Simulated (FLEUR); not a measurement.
Input of a FLEUR MaX-R8.1 (later development tree) run:

The input inp.xml:

```xml
<?xml version="1.0" encoding="UTF-8" standalone="no"?>
<fleurInput fleurInputVersion="0.39">
   <comment>
      MnS                                                                                                 
   </comment>
   <calculationSetup>
      <cutoffs Kmax="4.73" Gmax="14.7" GmaxXC="14.7" numbands="0"/>
      <scfLoop itmax="60" minDistance="0.00001" maxIterBroyd="15" imix="Anderson" alpha="0.05" precondParam="0.0" spinf="2.0" sdNocoIR="T"/>
      <coreElectrons ctail="T" frcor="F" kcrel="0" coretail_lmax="0"/>
      <xcFunctional name="pbe" relativisticCorrections="F"/>
      <magnetism jspins="2"/>
      <soc l_soc="F" theta="0.0" phi="0.0" spav="F"/>
      <expertModes spex="0" secvar="F"/>
      <geometryOptimization l_f="T" forcealpha="1.0" forcemix="BFGS" epsdisp="0.0005" epsforce="0.0002"/>
      <ldaU l_linMix="F" mixParam="0.05" spinf="1.0"/>
   </calculationSetup>
   <cell>
      <bzIntegration valenceElectrons="21.0" mode="hist" fermiSmearingEnergy="0.00183747">
         <kPointListSelection listName="default-1"/>
         <!-- k-points included here -->
         <xi:include xmlns:xi="http://www.w3.org/2001/XInclude" href="kpts.xml"> </xi:include>
      </bzIntegration>
      <!-- symmetry operations included here -->
      <xi:include xmlns:xi="http://www.w3.org/2001/XInclude" href="sym.xml"> </xi:include>
      <bulkLattice scale="1.0">
         <bravaisMatrix>
            <row-1>    0.0000000000000000     4.9217916915206992     4.9217916915206992</row-1>
            <row-2>    4.9217916915206992     0.0000000000000000     4.9217916915206992</row-2>
            <row-3>    4.9217916915206992     4.9217916915206992     0.0000000000000000</row-3>
         </bravaisMatrix>
      </bulkLattice>
   </cell>
   <atomSpecies>
      <species name="Manganese 4.000" element="Mn" atomicNumber="25">
         <mtSphere radius="2.35" gridPoints="801" logIncrement="0.015"/>
         <atomicCutoffs lmax="10" lnonsphr="8"/>
         <electronConfig flipSpins="F">
            <coreConfig>(1s1/2) (2s1/2) (2p1/2) (2p3/2)</coreConfig>
            <valenceConfig>(3s1/2) (3p1/2) (3p3/2) (4s1/2) (3d3/2) (3d5/2)</valenceConfig>
            <stateOccupation state="(3d3/2)" spinUp="1.5" spinDown="0.5"/>
            <stateOccupation state="(3d5/2)" spinUp="3.0" spinDown="0.0"/>
         </electronConfig>
         <energyParameters s="4" p="4" d="3" f="4"/>
         <lo type="SCLO" l="0" n="3" eDeriv="0"/>
         <lo type="SCLO" l="1" n="3" eDeriv="0"/>
         <lo type="SCLO" l="1" n="3" eDeriv="1"/>
         <lo type="SCLO" l="2" n="3" eDeriv="2"/>
         <lo type="SCLO" l="3" n="4" eDeriv="2"/>
      </species>
      <species name="Sulfur (S)" element="S" atomicNumber="16">
         <mtSphere radius="2.07" gridPoints="707" logIncrement="0.016"/>
         <atomicCutoffs lmax="9" lnonsphr="7"/>
         <electronConfig flipSpins="F">
            <coreConfig>(1s1/2) (2s1/2) (2p1/2) (2p3/2)</coreConfig>
            <valenceConfig>(3s1/2) (3p1/2) (3p3/2)</valenceConfig>
            <stateOccupation state="(3p1/2)" spinUp="0.666667" spinDown="0.666667"/>
            <stateOccupation state="(3p3/2)" spinUp="1.333333" spinDown="1.333333"/>
         </electronConfig>
         <energyParameters s="3" p="3" d="3" f="4"/>
         <lo type="SCLO" l="0" n="3" eDeriv="2"/>
         <lo type="SCLO" l="1" n="3" eDeriv="2"/>
         <lo type="SCLO" l="2" n="3" eDeriv="2"/>
         <lo type="SCLO" l="3" n="4" eDeriv="2"/>
      </species>
   </atomSpecies>
   <atomGroups>
      <atomGroup species="Manganese 4.000">
         <relPos label="                   1">.0000000000 .0000000000 .0000000000</relPos>
         <force calculate="T" relaxXYZ="TTT"/>
      </atomGroup>
      <atomGroup species="Sulfur (S)">
         <relPos label="                   2">1.000/2.000 1.000/2.000 1.000/2.000</relPos>
         <force calculate="T" relaxXYZ="TTT"/>
      </atomGroup>
   </atomGroups>
   <output dos="F" band="F" slice="F">
      <checks vchk="F" cdinf="F"/>
      <bandDOS minEnergy="-.5*Htr" maxEnergy="0.5*Htr" sigma="0.015" storeEVData="T"/>
      <vacuumDOS vacdos="F" integ="F" star="F" nstars="0" locx1="0.0" locy1="0.0" locx2="0.0" locy2="0.0" nstm="0" tworkf="0.0"/>
      <unfoldingBand unfoldBand="F" supercellX="1" supercellY="1" supercellZ="1"/>
      <plotting iplot="0" polar="F">
         <plot TwoD="T" vec1="  1.0  0.0  0.0" vec2="  0.0  1.0  0.0" vec3="  0.0  0.0  1.0" zero="  0.0  0.0  0.0" file="plot"/>
      </plotting>
      <chargeDensitySlicing numkpt="0" minEigenval="0.0" maxEigenval="0.0" nnne="0" pallst="F"/>
      <specialOutput eonly="F"/>
      <moessbauerParams electricFieldGradient="T" isomerShift="T" coreHyperfine="T" valenceHyperfine="T"/>
      <magneticCircularDichroism mcd="F" energyLo="-10.0" energyUp="0.0"/>
   </output>
  <!-- We include the file relax.xml here to enable relaxations (see documentation) -->
  <xi:include xmlns:xi="http://www.w3.org/2001/XInclude" href="relax.xml"> <xi:fallback/> </xi:include>
</fleurInput>
```

crystal.txt

```
MnS
&input cartesian=F /
0.0000000000  2.6045000000  2.6045000000
2.6045000000  0.0000000000  2.6045000000
2.6045000000  2.6045000000  0.0000000000
1.8897261246
1.0 1.0 1.0

2
25 0.0000000000  0.0000000000  0.0000000000 : 4.000
16 0.5000000000  0.5000000000  0.5000000000

&kpt div1=9 div2=9 div3=9 gamma=T /
```

Potentials or basis: all-electron, FLAPW.

Command:

```sh
$ inpgen -f crystal.txt -profile fastHighL
$ # inp.xml edited to the form shown
$ fleur_MPI
```

Predict the band gap on the k mesh.

none (metal or under the smearing width).

What does it give for the site moments?

Mn +4.29; S +0.13 μB.

What does it give for the net moment?

4.71 μB per cell.

Core levels (eV from the Fermi level):
```
atom                                                   levels
1 Mn  1s1/2 -6422.0, 2s1/2 -738.1, 2p1/2 -631.1, 2p3/2 -620.7
 2 S  1s1/2 -2399.8, 2s1/2 -206.0, 2p1/2 -151.6, 2p3/2 -150.3
```

Caveat: a cell with one magnetic atom can't hold antiferromagnetic order, which such compounds often take; semilocal functionals often make such compounds metallic where correlation or magnetic order opens a gap, which also shifts bond lengths. With open d or f shells a metallic result of PBE can be an artefact of self-interaction; +U or a hybrid may open a gap.
